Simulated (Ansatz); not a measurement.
**ZrO₂: strain energy, fitted**

ZrO₂, Fm-3m, a = 5.116 Å. This isn't the usual stable structure of the compound. Ansatz: PBE, PAW, 420 eV, Γ-centred 6×6×6 mesh on 6 atoms, Gaussian smearing 0.02 eV; no spin polarisation. Series: equal strain along all axes, cell held, atoms fixed by symmetry; x is the strain in per cent. y is the free energy over the unstrained cell, V0 = 11.157 Å³/atom.

```
x (%) y (meV/atom)
 -4.5             ?
 -3.0         73.57
 -1.5         17.51
  0.0          0.00
  1.5         15.86
  3.0         60.59
  4.5        130.10
```

Question: Fit y = c2 x² + c3 x³ to the other rows, turn c2 into a modulus, and predict the missing energy.

Answer: Least squares on the rows shown. y = 7.4658 x² − 0.23274 x³. In eV per unit strain² c2 is 74.66; the stiffness is B for this strain (E = 9/2 B V0 ε², shape held): 2 × 74.66 × 160.2 / (9 × 11.157) = 238 GPa. At x = -4.5 the fit asked for gives 172.39 meV/atom. The run gave 174.02 meV/atom, so the fit is 1.63 meV/atom too low, 0.94 % of the span of the series, against an rms of 0.18 meV/atom on the fitted rows. The row lies outside the fitted range. With a term in x⁴ added, a fit to the same known rows predicts 173.94 meV/atom, so most of the miss is curvature that the known rows already hold.